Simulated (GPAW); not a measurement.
TiCo2:

```
Co Ti
1.0
     0.00000    3.35200    3.35200
     3.35200    0.00000    3.35200
     3.35200    3.35200    0.00000
Co Ti
4 2
Direct
  0.12500 0.62500 0.12500
  0.12500 0.12500 0.62500
  0.62500 0.12500 0.12500
  0.12500 0.12500 0.12500
  0.75000 0.75000 0.75000
  0.50000 0.50000 0.50000
```

Base run:

| Item | Value |
| --- | --- |
| Program | GPAW 26.7.0 |
| Functional | PBEsol |
| Potentials or basis | PAW data sets generated in the run's folder for this functional |
| Cutoff | 600 eV |
| Basis | pw |
| k mesh | 7 × 7 × 7 |
| Occupations | fermi-dirac, width 0.05 eV |
| Spin | no spin polarisation |

Its results: band gap on the k mesh none (metal or under the smearing width); pressure -13.5 GPa.

Task: The run is repeated on the same cell with these changes: spin from no spin polarisation to collinear spin, ferromagnetic start. What comes out?

Result: Band gap on the k mesh none (metal or under the smearing width); pressure -11.6 GPa; net moment 2.16 μB per cell; site moments Co +0.74; Ti -0.23 μB.
